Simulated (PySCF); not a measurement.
**C3H4N2: full NMR table**

```yaml
Formula: C3H4N2
SMILES: c1c[nH]cn1
Point_group_of_the_computed_structure: Cs
Degrees_of_unsaturation: 3
Carbon_signals: 3
Proton_signals: 4
```

Atoms are numbered as in `[cH:1]1[cH:2][nH:3][cH:4][n:5]1`. Each H is labelled by its parent atom.

PySCF 2.14 calculation with GIAO KT3/pcSseg-2 shieldings and coordinates at the PBE0-D3(BJ)/def2-TZVP level; in vacuum, non-relativistic, a single conformation.

Chemical shifts δ = σref − σ; 1H (31.63 ppm) and 13C (183.24 ppm) vs TMS; 15N (261.05 ppm) against NH3, all at this level.

| carbon | δC, type | δH (multiplicity) | HMBC from (2–3 bonds) | span of the C tensor (ppm) |
| --- | --- | --- | --- | --- |
| C1 | 128.2, CH | 7.34 (m) | H(C4), H(C2) | 149 |
| C2 | 110.0, CH | 7.05 (m) | H(C4), H(C1) | 150 |
| C4 | 129.1, CH | 7.52 (m) | H(C1), H(C2) | 126 |

Other nuclei:
```tsv
atoms	nucleus	environment	δ (ppm)	σ (ppm)
H(N3)	1H	hydrogen on a pyrrole-type ring nitrogen	8.61	23.02
N5	15N	pyridine-type nitrogen of an azole	282.9	-21.8
N3	15N	pyrrole-type ring nitrogen	168.1	92.9
```

- Carbon types of the structure: 3 × CH, leaving 1 H on heteroatoms.
- δC 129.1: aromatic CH between two ring heteroatoms.
- δC 128.2, 110.0: aromatic CH next to a ring nitrogen.
- δH 8.61: hydrogen on a pyrrole-type ring nitrogen; exchangeable, gas-phase position.
- δH 7.52: hydrogen on an aromatic CH between two ring heteroatoms; it sits in the deshielding region of the aromatic ring current.
- δH 7.34, 7.05: hydrogen on an aromatic CH next to a ring nitrogen; it sits in the deshielding region of the aromatic ring current.

Exchangeable OH/NH protons stand at their gas-phase positions; hydrogen bonding in a real sample shifts them, mostly to higher δ. Shifts are as computed. Against solution values, carbons near 30 ppm lie about +3 ppm off and those near 130 ppm about -1 ppm. Of 1211 compounds with measured shifts, 218 miss one by over three times the rms of a fit or turn the order of signals round; such compounds aren't used in these exercises. Experimental scales use liquid or dissolved standards, which lie at an offset from isolated NH3 (liquid NH3: subtract about 20 ppm). Unscaled 15N shifts of sp2 nitrogen come out 20 to 40 ppm too high even then. Multiplicities follow the n + 1 count of equivalent neighbours, as no J values were calculated; m marks all less simple cases, F and P coupling included.
